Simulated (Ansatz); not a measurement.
Equation of state of Ni3Al under LDA

```
Ni Al
1.0
     0.00000    2.80189    2.80189
     2.80189    0.00000    2.80189
     2.80189    2.80189    0.00000
Ni Al
3 1
Direct
  0.75000 0.75000 0.75000
  0.00000 0.00000 0.00000
  0.25000 0.25000 0.25000
  0.50000 0.50000 0.50000
```

The cell comes from a database or a generator and needn't be the stable form of this composition.

The cell was scaled at fixed shape and fractions and run with Ansatz, Ansatz PAW, cutoff 420 eV; LDA, k mesh 8 × 8 × 8 on the cell of 4 atoms, fermi-dirac occupations of 0.05 eV, collinear spin, ferromagnetic start, no spin-orbit coupling. The potentials were made for PBE. Energies are those that the program minimises, any entropy of the smearing included. For a metal such a mesh isn't converged to the digits shown. The magnetic state is the one that the start led to, which needn't be the lowest.

```csv
V (Å³/atom),energy over the lowest row (meV/atom)
10.3383,4.62
10.5583,0.00
10.7783,1.79
10.9982,9.27
11.2182,?
11.4382,38.86
11.6581,59.92
```

Fit the third-order Birch-Murnaghan form, give V0, B0 and B′, and predict the energy left open.

With y = (V0/V)^(2/3), E = E0 + (9 V0 B0/16) [(y - 1)³ B′ + (y - 1)² (6 - 4y)]. Least squares through the rows shown give V0 = 10.6032 Å³/atom, E0 = -0.13 meV, B0 = 219.1 GPa (1 eV/Å³ = 160.218 GPa) and B′ = 4.64, with a largest miss of 0.01 meV. At V = 11.2182 the form with these constants gives 21.81 meV; the run gave 21.80 meV an atom.
